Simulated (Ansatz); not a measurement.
TaN, DFT, LDA, PAW with Ansatz's default frozen-core files, scalar-relativistic (Ansatz 0.2.0), run on 1 thread of Arm Neoverse V1 on a shared host.

Structure from Materials Project entry mp-1459 (possibly hypothetical), not relaxed further. The listed cell was then made from it by scaling, straining or moving an atom.

Command: `ansatz run input.yaml --threads 1 --pin off --max-ram 2048MiB --backend cpu --events-out ev --progress --plain --runs-dir out`

```yaml
crystal:
  lattice:
    - [2.9786300644, 0.0, 0.0]
    - [-1.4893150322, 2.5795693043, 0.0]
    - [0.0, 0.0, 2.928208061]
  atoms:
    - { symbol: Ta, position: [0.0, 0.0, 0.5] }
    - { symbol: "N", position: [0.6666666667, 0.3333333333, 0.0] }
kpoints:
  mp_grid: { grid: [13, 13, 11] }
scf:
  occupations: { method: fermi_dirac, width: 0.05 }
hamiltonian:
  xc: lda
  pseudopotentials: { kind: paw }
output:
  forces: true
  stress: true
  eigenvalues: true
  efg: { contact_densities: true }
```

Q: How large is the problem that the program sets up?

A: 126 irreducible k-points, 405 plane waves at Γ, 13 bands.

Q: Estimate the wall time and the peak memory.

A: 4.8 s of wall time for 6 SCF iterations, with a peak of 0.37 GiB. Times on shared machines scatter by tens of per cent.

Q: And the same cell and mesh by LAPW (all electrons), asked for forces, stress, eigenvalues, on the same hardware?

A: 51 s, peak memory 0.45 GiB.
